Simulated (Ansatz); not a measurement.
**Te in Ansatz: the effect of target pressure**

The system is Te.

```
Te
1.0
     4.45400    0.00000    0.00000
    -2.22700    3.85728    0.00000
     0.00000    0.00000    5.92400
Te
3
Direct
  0.73100 0.73100 0.00000
  0.00000 0.26900 0.66667
  0.26900 0.00000 0.33333
```

Alike in all runs:

| Quantity | Value |
| --- | --- |
| Program | Ansatz 0.2.0 |
| Task | relaxation of cell and atoms |
| Functional | PBE |
| Potentials or basis | Ansatz PAW |
| Cutoff | 420 eV (not typed: the program's choice for these potentials) |
| k mesh | 7 × 7 × 5 |
| Occupations | fermi-dirac, width 0.05 eV |
| Spin | no spin polarisation |

Each run relaxes the cell or the atoms first.

```tsv
target pressure	relaxed volume (Å³/atom)	gap on the mesh (eV)
0 GPa	35.14	0.62
2 GPa	32.51	0.50
5 GPa	?	?
10 GPa	26.72	none
20 GPa	23.86	none
30 GPa	22.27	none
```

**Question.** What does the run with target pressure 5 GPa give?

**Answer.** Relaxed volume 30.31 Å³/atom; gap on the mesh 0.45 eV.

Worked out: A parabola through the other rows of the relaxed volume, of slope -0.738 Å³/atom per GPa there, gives 30.53 Å³/atom, against the run's 30.31.

Caveats: the plane-wave basis is chosen anew once the cell has moved, so the energies of steps on either side of that aren't comparable; odd divisions of the mesh miss points on the zone boundary, where band edges often lie, so the gap on the mesh can be too wide (some runs); spin-orbit coupling is left out, which moves the levels of the heavy elements (some runs); the volume moved by over 15 % at a fixed basis, so the end points are rough (some runs).

A k mesh can miss the band edges.

A gap of «none» marks a metal or a gap under the smearing width.
